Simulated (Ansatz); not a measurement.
The calculation used DFT PBE, scalar-relativistic, plane waves, PAW in Ansatz. Settings: cutoff 420 eV, Γ-centred meshes spaced at most about 0.3 Å⁻¹, and about 0.25 Å⁻¹ or finer for metals (2π included), Gaussian smearing. No spin polarisation in the final relaxations.

All energies are static (0 K, no zero-point motion).

Two relaxed structures of ZnSe:

A.

```yaml
crystal:
  lattice:
    - [3.57345, 0.00000, 0.00000]
    - [0.00000, 3.57345, 0.00000]
    - [0.00000, 0.00000, 5.62834]
  atoms:
    - { symbol: Zn, position: [0.00000, 0.00000, 0.00000] }
    - { symbol: Se, position: [0.50000, 0.50000, 0.00000] }
```

B.

```yaml
crystal:
  lattice:
    - [3.82492, 0.00000, 0.00000]
    - [-1.91246, 3.31248, 0.00000]
    - [0.00000, 0.00000, 10.77911]
  atoms:
    - { symbol: Zn, position: [0.66667, 0.33333, 0.21888] }
    - { symbol: Zn, position: [0.66667, 0.33333, 0.78112] }
    - { symbol: Zn, position: [0.33333, 0.66667, 0.50000] }
    - { symbol: Se, position: [0.00000, 0.00000, 0.33318] }
    - { symbol: Se, position: [0.00000, 0.00000, 0.66682] }
    - { symbol: Se, position: [0.66667, 0.33333, 0.00000] }
```

**Question.** Which would you expect to be lower, and how large is the difference?

**Answer.** B is lower, by 31 meV/atom. A has space group P4/mmm (No. 123), 35.9 Å³/atom and no gap on its mesh; B has space group P-6m2 (No. 187), 22.8 Å³/atom and no gap. Counting Se atoms around Zn (those within 1.25 times the shortest such distance or 1.15 times the sum of covalent radii, 1.27 where that leaves under three; a slash parts the counts of unlike sites), A has Zn 4 and B has Zn 4/6. Both come from invented guesses. A third cell relaxed alike, in F-43m (a cell as deposited in COD), lies 0.50 eV/atom below the lower of the two.

Weakly bound directions are ill-defined at this level, which has no dispersion term (P4/mmm), and this can change margins and order among such cells. A magnetic state wasn't ruled out in cells without spin, among them P-6m2. Cells relaxed within their symmetry can be saddle points.

The small gap between A and B matters less than their shared distance from the F-43m cell, the zinc-blende arrangement that ZnSe is known to favour. There, every atom has four tetrahedral neighbours, so the eight valence electrons per formula unit fill the bonding sp³ states and leave a gap.

A keeps four neighbours but flattens them into a square sheet. The filled d shell of Zn gives no ligand-field reward for this, and the p orbitals normal to the sheet contribute little to the Zn–Se bonding. B restores a roughly tetrahedral environment for most of its Zn, which probably explains its slight advantage. It pays for this with a prismatic Zn site whose six contacts are stretched well beyond a normal Zn–Se bond, and with a Se site held linearly between two Zn.

The missing gaps therefore probably reflect band overlap in unfavourable bonding geometries, and say nothing against the semiconducting character of ordinary ZnSe. Whether either cell could persist as a metastable phase would depend on barriers that these energies don't give.
